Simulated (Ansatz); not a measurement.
Zinc-blende ZnTe

These are r²SCAN in Ansatz (plane waves, PAW) values and carry that method's errors.

Run with plane-wave cutoff 600 eV, 10×10×10 k mesh, scalar-relativistic PAW data made under PBE.

Cell (relaxed at this level):

```cif
data_Te4Zn4
_chemical_formula_sum 'Zn4 Te4'
_space_group_name_H-M_alt 'F-43m'
_space_group_IT_number 216
_space_group_name_Hall 'F -4 2 3'
_cell_length_a 6.11356
_cell_length_b 6.11356
_cell_length_c 6.11356
_cell_angle_alpha 90.000
_cell_angle_beta 90.000
_cell_angle_gamma 90.000
loop_
_atom_site_label
_atom_site_type_symbol
_atom_site_symmetry_multiplicity
_atom_site_Wyckoff_symbol
_atom_site_fract_x
_atom_site_fract_y
_atom_site_fract_z
_atom_site_occupancy
Zn1 Zn 4 a 0.00000 0.00000 0.00000 1
Te1 Te 4 c 0.25000 0.25000 0.25000 1
```
(The calculation used a cell of 2 atoms; values per cell refer to that cell.)

```yaml
elastic constant C11: 71.6 GPa
elastic constant C12: 38.8 GPa
elastic constant C44: 33.7 GPa
Voigt–Reuss–Hill bulk modulus: 49.8 GPa
Voigt–Reuss–Hill shear modulus (Hill average): 25.2 GPa
young_modulus: 64.8 GPa
poisson_ratio: 0.283
```

Measured, for comparison: elastic constant C11 71.1 GPa, elastic constant C12 40.7 GPa, elastic constant C44 31.3 GPa (temperature not stated, no zero-point or thermal correction; as tabulated in Oses et al. (2018), arXiv:1811.08464). Computed (rounded) less measured: elastic constant C11 +0.7 %, elastic constant C12 -5 %, elastic constant C44 +8 %. A static lattice is as a rule a little smaller and stiffer than an uncorrected measurement, which can account for part of this.

Elastic constants are with the ions relaxed.

Spin–orbit coupling is not included.

It cost about 6 core-minutes (a rough figure) of CPU time.

Ansatz is a first-principles code.
